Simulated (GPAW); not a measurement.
CdS (Greenockite), 4 atoms in the cell. Symmetry: P6_3mc, No. 186, hexagonal system. Conventional cell: a = 4.150 Å, b = 4.150 Å, c = 6.737 Å, α = 90.00°, β = 90.00°, γ = 120.00°. Cd (site symmetry 3m) is surrounded by 4 S at 2.53 to 2.54 Å. S (site symmetry 3m) is surrounded by 4 Cd at 2.53 to 2.54 Å. 

```yaml
Program: GPAW 26.7.0
Task: equation of state
Functional: BEEF-vdW
Potentials_or_basis: GPAW PAW data sets (gpaw-data 1.2.1)
Cutoff: 600 eV
Basis: pw
k_mesh: 5 × 5 × 3
Occupations: fermi-dirac, width 0.05 eV
Spin: no spin polarisation
Maxiter: 150
Eos_scales: "[0.94, 0.96, 0.98, 1.0, 1.02, 1.04, 1.06]"
```

Potentials or basis: GPAW PAW data sets (gpaw-data 1.2.1), pw.

Launch:

```console
$ OMP_NUM_THREADS=1 python run.py
```

Hardware: 1 thread of Arm Neoverse V1, with other jobs on the host.

Q: Estimate the wall time of this run.

A: Wall time 3.5 min on 1 thread of Arm Neoverse V1 (shared host), peak memory 0.34 GiB. Counts: scf iterations 75, plane waves 3166, bands 31, k points 12.
